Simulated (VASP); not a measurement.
## Results of a VASP single-point calculation on LiF (strained rocksalt)

POSCAR

```
Li F
 1.0000000000000000
    -0.0554579359000000    1.9992599537000000    1.9992599537000000
     1.9992599537000000   -0.0554579359000000    1.9992599537000000
     1.9992599537000000    1.9992599537000000   -0.0554579359000000
 Li  F
   1   1
Cartesian
  0.0000000000000000  0.0000000000000000  0.0000000000000000
  1.9715309857499994  1.9715309857499994  1.9715309857499996
```

| Item | Value |
| --- | --- |
| gap between bands v and c | 8.78 eV |
| least direct gap | 8.78 eV |

Band v is the last that the valence electrons fill when counted band by band, and c is the next. Levels in eV from the top of v:

```csv
point,v−1,v,c,c+1
Γ,-0.20,0.00,8.78,23.42
X,-1.23,-0.98,14.47,16.20
K,-1.61,-0.95,14.06,14.65
L,-0.47,-0.47,10.39,16.83
W,-2.12,-0.91,14.58,14.92
```

Problem. Which of these levels of theory gave these results?
A. PBE
B. HSE06
C. PBE with spin–orbit coupling
D. PBEsol
E. LDA
F. PBE0
G. r²SCAN

Solution. A.

The INCAR was:

```
EDIFF = 1E-7
IBRION = -1
ENCUT = 520
ISIF = 2
LWAVE = .FALSE.
ISMEAR = -1
PREC = Accurate
LASPH = .TRUE.
NBANDS = 12
LREAL = .FALSE.
GGA = PE
SIGMA = 0.02
NELM = 120
NSW = 0
LCHARG = .FALSE.
```
